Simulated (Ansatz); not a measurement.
System: SrO (rock salt type), 2 atoms in the cell.

```yaml
crystal:
  lattice:
    - [0.00000, 2.60000, 2.60000]
    - [2.60000, 0.00000, 2.60000]
    - [2.60000, 2.60000, 0.00000]
  atoms:
    - { symbol: Sr, position: [0.00000, 0.00000, 0.00000] }
    - { symbol: O, position: [0.50000, 0.50000, 0.50000] }
```
Lattice in Å, positions in fractions of it.

Code and potentials: Ansatz all-electron PAW datasets made for this crystal. Settings: k-mesh 6×6×6 Γ-centred; Fermi–Dirac smearing of 0.02 eV; no spin polarisation. For HSE06: exchange singularity: regularized.

One run gave:

```yaml
Pressure: -0.24 GPa
Gap_on_the_mesh: 3.33 eV
```

(1) Which level of theory was it?
A. HSE06
B. PBE
C. r²SCAN

Results:

(1) B. All runs:

```json
{"level": "PBE (300 eV)", "pressure (GPa)": "-0.24", "gap (eV)": "3.33"}
{"level": "HSE06 (340 eV)", "pressure (GPa)": "-2.35", "gap (eV)": "4.79"}
{"level": "r²SCAN (300 eV)", "pressure (GPa)": "-2.07", "gap (eV)": "3.81"}
```

The stress includes the program's correction for the finite plane-wave basis.

A gap read on the mesh is an upper bound of this method's gap, since the mesh can miss a band edge. Spin–orbit coupling is left out; with heavy elements it can shift the gap and split levels by tenths of an eV. Semilocal functionals give gaps that mostly lie well below measured ones.
